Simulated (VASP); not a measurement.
# GaP (F-43m) in VASP: band structure with PBE

Aim: the band structure of GaP with PBE.

Everything below comes from runs of VASP 6.6.1. Logs are shortened: lines on timing, memory, paths and dates and some standing lists are left out, and cuts for length are marked.

**Measured values to compare with.**

“Stacking defects in GaP nanowires: Electronic structure and optical properties”, 2018, arxiv:1810.01194 quotes, for a bulk crystal of GaP at 10 K: band gap 2.34 eV (indirect).

How close the calculation comes is told below.

## (1) The structure

It takes space group F-43m (No. 216, cubic). The conventional cell has a = 5.508 Å, b = 5.508 Å, c = 5.508 Å, α = 90.00°, β = 90.00°, γ = 90.00°. Ga (site symmetry -43m) is surrounded by 4 P at 2.39 Å. P (site symmetry -43m) has 4 Ga at 2.39 Å as nearest neighbours.

## (2) Band structure, PBE

File INCAR:

```
PREC     = Accurate       # precision mode
ENCUT    = 520            # plane-wave cutoff, eV
EDIFF    = 1E-7           # SCF threshold, eV
ISMEAR   = 0              # smearing method
SIGMA    = 1.0            # smearing width, eV
LREAL    = False          # projectors in reciprocal space
LASPH    = True           # aspherical terms in the spheres
NELM     = 80             # most SCF steps
ALGO     = Normal         # electronic algorithm
ISIF     = 2              # what is computed and relaxed
LWAVE    = False          # write WAVECAR
LCHARG   = False          # write CHGCAR
GGA      = PE             # functional
```

File KPOINTS:

```
Automatic mesh
0
Gamma
  10 10 10
```

File POSCAR:

```
GaP                                     
1.0
    0.0000000000      2.7541018203      2.7541018203
    2.7541018203      0.0000000000      2.7541018203
    2.7541018203      2.7541018203      0.0000000000
  Ga              P             
     1     1
Direct
     0.0000000000000000    0.0000000000000000    0.0000000000000000
     0.2500000000000000    0.2500000000000000    0.2500000000000000
```

File KPOINTS_OPT:

```
path GXWKGLUWLK,UX
20
line-mode
reciprocal
 0.0000000000  0.0000000000  0.0000000000  G
 0.5000000000  0.0000000000  0.5000000000  X

 0.5000000000  0.0000000000  0.5000000000  X
 0.5000000000  0.2500000000  0.7500000000  W

 0.5000000000  0.2500000000  0.7500000000  W
 0.3750000000  0.3750000000  0.7500000000  K

 0.3750000000  0.3750000000  0.7500000000  K
 0.0000000000  0.0000000000  0.0000000000  G

 0.0000000000  0.0000000000  0.0000000000  G
 0.5000000000  0.5000000000  0.5000000000  L

 0.5000000000  0.5000000000  0.5000000000  L
 0.6250000000  0.2500000000  0.6250000000  U

 0.6250000000  0.2500000000  0.6250000000  U
 0.5000000000  0.2500000000  0.7500000000  W

 0.5000000000  0.2500000000  0.7500000000  W
 0.5000000000  0.5000000000  0.5000000000  L

 0.5000000000  0.5000000000  0.5000000000  L
 0.3750000000  0.3750000000  0.7500000000  K

 0.6250000000  0.2500000000  0.6250000000  U
 0.5000000000  0.0000000000  0.5000000000  X
```

Potentials or basis: VASP PAW PBE potentials, release 64 (Ga_d, P).

Started as:

```bash
$ cat potpaw_PBE.64/Ga_d/POTCAR potpaw_PBE.64/P/POTCAR > POTCAR
$ mpirun -np 1 vasp_std > vasp.out
```

OUTCAR:

```text
PREC = Accurate
   ENCUT = 520
   EDIFF = 1E-7
   ISMEAR = 0
   LREAL = False
   LASPH = True
   NELM = 80
   ISIF = 2
   GGA = PE

 ion  position               nearest neighbor table
   1  0.000  0.000  0.000-   2 2.39   2 2.39   2 2.39   2 2.39
   2  0.250  0.250  0.250-   1 2.39   1 2.39   1 2.39   1 2.39

  LATTYP: Found a face centered cubic cell.
 ALAT       =     5.5082036406

  Lattice vectors:

 A1 = (   0.0000000000,   2.7541018203,   2.7541018203)
 A2 = (   2.7541018203,   0.0000000000,   2.7541018203)
 A3 = (   2.7541018203,   2.7541018203,   0.0000000000)

Analysis of symmetry for initial positions (statically):
=====================================================================
 Subroutine PRICEL returns:
 Original cell was already a primitive cell.

 Routine SETGRP: Setting up the symmetry group for a
 face centered cubic supercell.

 Subroutine GETGRP returns: Found 24 space group operations
 (whereof 24 operations were pure point group operations)
 out of a pool of 48 trial point group operations.

The static configuration has the point symmetry T_d .

Analysis of symmetry for dynamics (positions and initial velocities):
=====================================================================
 Subroutine PRICEL returns:
 Original cell was already a primitive cell.

 Routine SETGRP: Setting up the symmetry group for a
 face centered cubic supercell.

 Subroutine GETGRP returns: Found 24 space group operations
 (whereof 24 operations were pure point group operations)
 out of a pool of 48 trial point group operations.

The dynamic configuration has the point symmetry T_d .

 Subroutine INISYM returns: Found 24 space group operations
 (whereof 24 operations are pure point group operations),
 and found     1 'primitive' translations

----------------------------------------------------------------------------------------

                                     Primitive cell

  volume of cell :      41.7801

  direct lattice vectors                    reciprocal lattice vectors
     0.000000000  2.754101820  2.754101820    -0.181547391  0.181547391  0.181547391
     2.754101820  0.000000000  2.754101820     0.181547391 -0.181547391  0.181547391
     2.754101820  2.754101820  0.000000000     0.181547391  0.181547391 -0.181547391

  length of vectors
     3.894888146  3.894888146  3.894888146     0.314449305  0.314449305  0.314449305

  position of ions in fractional coordinates (direct lattice)
     0.000000000  0.000000000  0.000000000
     0.250000000  0.250000000  0.250000000

  ion indices of the primitive-cell ions
   primitive index   ion index
                 1           1
                 2           2

----------------------------------------------------------------------------------------

 KPOINTS: Automatic mesh

Automatic generation of k-mesh.
 Grid dimensions read from file:
 generate k-points for:   10   10   10

 Generating k-lattice:

  Cartesian coordinates                     Fractional coordinates (reciprocal lattice)
    -0.018154739  0.018154739  0.018154739     0.100000000  0.000000000  0.000000000
     0.018154739 -0.018154739  0.018154739     0.000000000  0.100000000  0.000000000
     0.018154739  0.018154739 -0.018154739     0.000000000  0.000000000  0.100000000

  Length of vectors
     0.031444931  0.031444931  0.031444931

  Shift w.r.t. Gamma in fractional coordinates (k-lattice)
     0.000000000  0.000000000  0.000000000

 Subroutine IBZKPT returns following result:
 ===========================================

 Found     47 irreducible k-points:

 Following reciprocal coordinates:
            Coordinates               Weight
  0.000000  0.000000  0.000000      1.000000
  0.100000  0.000000  0.000000      8.000000
  0.200000  0.000000  0.000000      8.000000
  0.300000  0.000000  0.000000      8.000000
  0.400000  0.000000  0.000000      8.000000
  0.500000  0.000000  0.000000      4.000000
[... 16 lines left out ...]
  0.300000  0.300000  0.000000      6.000000
  0.400000  0.300000  0.000000     24.000000
 [... further k-points ...]
   k-points           NKPTS =     47   k-points in BZ     NKDIM =     47   number of bands    NBANDS=     13
   number of dos      NEDOS =    301   number of ions     NIONS =      2
   total plane-waves  NPLWV =  27000
   dimension x,y,z NGX =    30 NGY =   30 NGZ =   30
   dimension x,y,z NGXF=    60 NGYF=   60 NGZF=   60
   ions per type =               1   1
   NGX,Y,Z   is equivalent  to a cutoff of  12.80, 12.80, 12.80 a.u.
   NGXF,Y,Z  is equivalent  to a cutoff of  25.61, 25.61, 25.61 a.u.
 SYSTEM =  unknown system
   PREC   = accura    normal or accurate (medium, high low for compatibility)
   ISTART =      0    job   : 0-new  1-cont  2-samecut
   ICHARG =      2    charge: 1-file 2-atom 10-const
   ISPIN  =      1    spin polarized calculation?
   LNONCOLLINEAR =      F non collinear calculations
   LSORBIT =      F    spin-orbit coupling
   LASPH  =      T    aspherical Exc in radial PAW
   ENCUT  =  520.0 eV  38.22 Ry    6.18 a.u.   7.24  7.24  7.24*2*pi/ulx,y,z
   NELM   =     80;   NELMIN=  2; NELMDL= -5     # of ELM steps
   EDIFF  = 0.1E-06   stopping-criterion for ELM
   LREAL  =      F    real-space projection
   EDIFFG = 0.1E-05   stopping-criterion for IOM
   NSW    =      0    number of steps for IOM
   IBRION =     -1    ionic relax: 0-MD 1-quasi-New 2-CG
   NFREE  =      0    steps in history (QN), initial steepest desc. (CG)
   ISIF   =      2    stress and relaxation
   ISYM   =      2    0-nonsym 1-usesym 2-fastsym
   POTIM  = 0.5000    time-step for ionic-motion
   TEBEG  =    0.0;   TEEND  =   0.0 temperature during run
   PSTRESS=    0.0 pullay stress
   NELECT =      18.0000    total number of electrons
   NUPDOWN=      -1.0000    fix difference up-down
   EMIN   =  10.00;   EMAX   =-10.00  energy-range for DOS
   EFERMI =   0.00;   METHOD = LEGACY
   ISMEAR =     0;   SIGMA  =   1.00  broadening in eV -4-tet -1-fermi 0-gaus
   EFERMI_NEDOS =   21; number of points for ismear=-14 and -15
   IALGO  =     38    algorithm
   IMIX   =      4    mixing-type and parameters
     AMIX     =   0.40;   BMIX     =  1.00
     AMIX_MAG =   1.60;   BMIX_MAG =  1.00
  volume/ion in A,a.u.               =      20.89       140.97
  Fermi-wavevector in a.u.,A,eV,Ry     =   1.236447  2.336547 20.800619  1.528802
  Thomas-Fermi vector in A             =   2.371056
   LORBIT       =      0    0 simple, 1 ext, 2 COOP (PROOUT), +10 PAW based schemes
   GGA     = PE    functional components
   LHFCALC =     F    Hartree Fock is set to
   AEXX    =    0.0000 exact exchange contribution
   IVDW    =     0    specifies the selected vdW correction
   LEPSILON=     F    determine dielectric tensor
   LRPA    =     F    only Hartree local field effects (RPA)
 non-spin polarized calculation
 Gauss-broadening in eV      SIGMA  =   1.00
  energy-cutoff  :      520.00
  volume of cell :       41.78
 maximum number of plane-waves:      1158
 NGX is ok and might be reduce to    30
   NGX = 15   NGY = 15   NGZ = 15

 number of electron      18.0000004 magnetization

 Free energy of the ion-electron system (eV)
  ---------------------------------------------------
  ext. energy  EPLUGINS =         0.00000000
  ---------------------------------------------------
  free energy    TOTEN  =        -9.13790148 eV

  energy without entropy =       -9.08121264  energy(sigma->0) =       -9.10955706

 E-fermi :   5.0669     XC(G=0):  -9.6950

 val. band max:        4.3242758277   @ k =   0.0000   0.0000   0.0000
 cond. band min:       5.8925991268   @ k =   0.0000   0.0000   0.0000
 fundamental gap:      1.5683232992
 Fermi energy:         5.0669318106

 k-point     1 :       0.0000    0.0000    0.0000
  band No.  band energies     occupation
      1     -10.1665      2.00000
      2     -10.1665      2.00000
      3     -10.1665      2.00000
      4     -10.0759      2.00000
      5     -10.0759      2.00000
      6      -7.9325      2.00000
      7       4.3243      1.70641
      8       4.3243      1.70641
      9       4.3243      1.70641
     10       5.8926      0.24294
     11       8.2274      0.00001
     12       8.2274      0.00001
     13       8.2274      0.00001

 k-point     2 :       0.1000    0.0000    0.0000
  band No.  band energies     occupation
      1     -10.1743      2.00000
      2     -10.1638      2.00000
      3     -10.1638      2.00000
      4     -10.0759      2.00000
      5     -10.0759      2.00000
      6      -7.8078      2.00000
      7       3.1346      1.99372
      8       4.1781      1.79125
      9       4.1781      1.79125
     10       6.5221      0.03960
     11       8.4545      0.00000
     12       8.4545      0.00000
     13       8.5068      0.00000

 k-point     3 :       0.2000    0.0000    0.0000
  band No.  band energies     occupation
      1     -10.1935      2.00000
      2     -10.1570      2.00000
      3     -10.1570      2.00000
      4     -10.0754      2.00000
      5     -10.0754      2.00000
      6      -7.4464      2.00000
      7       1.3744      2.00000
      8       3.8587      1.91250
      9       3.8587      1.91250
     10       6.5263      0.03903
     11       8.8995      0.00000
     12       8.8995      0.00000
     13       9.7344      0.00000

 k-point     4 :       0.3000    0.0000    0.0000
  band No.  band energies     occupation
      1     -10.2155      2.00000
      2     -10.1499      2.00000
      3     -10.1499      2.00000
      4     -10.0735      2.00000
      5     -10.0735      2.00000
      6      -6.8948      2.00000
      7      -0.2779      2.00000
      8       3.5432      1.96882
      9       3.5432      1.96882
     10       6.2190      0.10324
     11       9.1325      0.00000
     12       9.1325      0.00000
     13      11.2958      0.00000

 k-point     5 :       0.4000    0.0000    0.0000
  band No.  band energies     occupation
      1     -10.2323      2.00000
      2     -10.1455      2.00000
      3     -10.1455      2.00000
      4     -10.0707      2.00000
      5     -10.0707      2.00000
      6      -6.2845      2.00000
      7      -1.5771      2.00000
      8       3.3286      1.98604
      9       3.3286      1.98604
     10       5.9869      0.19327
     11       9.1035      0.00000
     12       9.1035      0.00000
     13      12.3816      0.00000
[... 257 lines left out ...]
 k-point    22 :      -0.2000    0.2000    0.0000
  band No.  band energies     occupation
      1     -10.2211      2.00000
      2     -10.1455      2.00000
      3     -10.1444      2.00000
      4     -10.0789      2.00000
      5     -10.0719      2.00000
      6      -6.7055      2.00000
      7      -0.1104      2.00000
      8       1.7849      2.00000
      9       3.5951      1.96261
     10       7.5169      0.00053
     11       9.4307      0.00000
     12       9.4556      0.00000
     13      10.1327      0.00000

 k-point    23 :       0.3000    0.3000    0.0000
  band No.  band energies     occupation
      1     -10.2416      2.00000
      2     -10.1288      2.00000
      3     -10.1288      2.00000
      4     -10.0950      2.00000
      5     -10.0631      2.00000
      6      -6.5334      2.00000
      7      -0.1305      2.00000
      8       2.3846      1.99985
      9       2.3846      1.99985
     10       6.2675      0.08954
     11       7.5638      0.00041
     12      11.8274      0.00000
     13      11.8274      0.00000

 k-point    24 :       0.4000    0.3000    0.0000
  band No.  band energies     occupation
      1     -10.2527      2.00000
      2     -10.1236      2.00000
      3     -10.1217      2.00000
      4     -10.0974      2.00000
      5     -10.0612      2.00000
      6      -6.0388      2.00000
      7      -0.9785      2.00000
      8       1.8438      1.99999
      9       2.1745      1.99996
     10       6.4011      0.05918
     11       7.4488      0.00076
     12      11.8036      0.00000
     13      12.3030      0.00000

 [... further k-points ...]

------------------------ aborting loop because EDIFF is reached ----------------------------------------

  FORCE on cell =-STRESS in cart. coord.  units (eV):
  Direction    XX          YY          ZZ          XY          YZ          ZX
  --------------------------------------------------------------------------------------
  -------------------------------------------------------------------------------------
  Total        0.0034611      0.0034611      0.0034611     -0.0000000      0.0000000     -0.0000000
  in kB        0.1327259      0.1327259      0.1327259     -0.0000000      0.0000000     -0.0000000
  external PRESSURE =       0.1327259 kB  Pullay stress =       0.0000000 kB

 VOLUME and BASIS-vectors are now :
 -----------------------------------------------------------------------------
  energy-cutoff  :      520.00
  volume of cell :       41.78
      direct lattice vectors                 reciprocal lattice vectors
     0.000000000  2.754101820  2.754101820    -0.181547391  0.181547391  0.181547391
     2.754101820  0.000000000  2.754101820     0.181547391 -0.181547391  0.181547391
     2.754101820  2.754101820  0.000000000     0.181547391  0.181547391 -0.181547391

 POSITION                                       TOTAL-FORCE (eV/Angst)
 -----------------------------------------------------------------------------------
      0.00000      0.00000      0.00000        -0.000000      0.000000      0.000000
      1.37705      1.37705      1.37705         0.000000     -0.000000     -0.000000
 -----------------------------------------------------------------------------------
    total drift:                                0.000002      0.000002      0.000002

  FREE ENERGIE OF THE ION-ELECTRON SYSTEM (eV)
  ---------------------------------------------------
  free  energy   TOTEN  =        -9.1379014808 eV

  energy  without entropy=       -9.0812126408  energy(sigma->0) =       -9.10955706
```

Run time: 94 s. Hardware: 1 thread of Intel Xeon Platinum 8488C (Sapphire Rapids), shared host; peak memory 0.19 GiB.

What came out:

```yaml
Free_energy: -9.1379 eV
Pressure: 0.0 GPa
Band_gap_on_the_k_mesh: 1.57 eV, direct
Band_gap_along_the_path: 1.57 eV, direct
```

Levels at the corners of the path, in eV from the valence-band top:
```tsv
point	band 7	band 8	band 9	band 10	band 11	band 12
Γ	0.00	0.00	0.00	1.57	3.90	3.90
X	-6.60	-2.57	-2.57	1.73	1.85	10.36
X	-6.60	-2.57	-2.57	1.73	1.85	10.36
W	-6.41	-3.42	-3.27	4.70	4.73	6.02
W	-6.41	-3.42	-3.27	4.70	4.73	6.02
K	-6.40	-3.77	-2.16	2.22	4.75	8.14
K	-6.40	-3.77	-2.16	2.22	4.75	8.14
Γ	0.00	0.00	0.00	1.57	3.90	3.90
Γ	0.00	0.00	0.00	1.57	3.90	3.90
L	-6.45	-1.07	-1.07	1.58	4.73	4.73
L	-6.45	-1.07	-1.07	1.58	4.73	4.73
U	-6.40	-3.77	-2.16	2.22	4.75	8.14
U	-6.40	-3.77	-2.16	2.22	4.75	8.14
W	-6.41	-3.42	-3.27	4.70	4.73	6.02
W	-6.41	-3.42	-3.27	4.70	4.73	6.02
L	-6.45	-1.07	-1.07	1.58	4.73	4.73
L	-6.45	-1.07	-1.07	1.58	4.73	4.73
K	-6.40	-3.77	-2.16	2.22	4.75	8.14
U	-6.40	-3.77	-2.16	2.22	4.75	8.14
X	-6.60	-2.57	-2.57	1.73	1.85	10.36
```

## (3) How close it comes

Step 2. Measured gap of GaP: 2.34 eV (indirect; 10 K; quoted in “Stacking defects in GaP nanowires: Electronic structure and optical properties”, 2018, arxiv:1810.01194). This calculation gives 1.57 eV (-0.77 eV). Spin-orbit coupling on Ga is left out. The value is that of PBE, without temperature or zero-point motion. Semilocal functionals fall short of measured gaps as a rule.
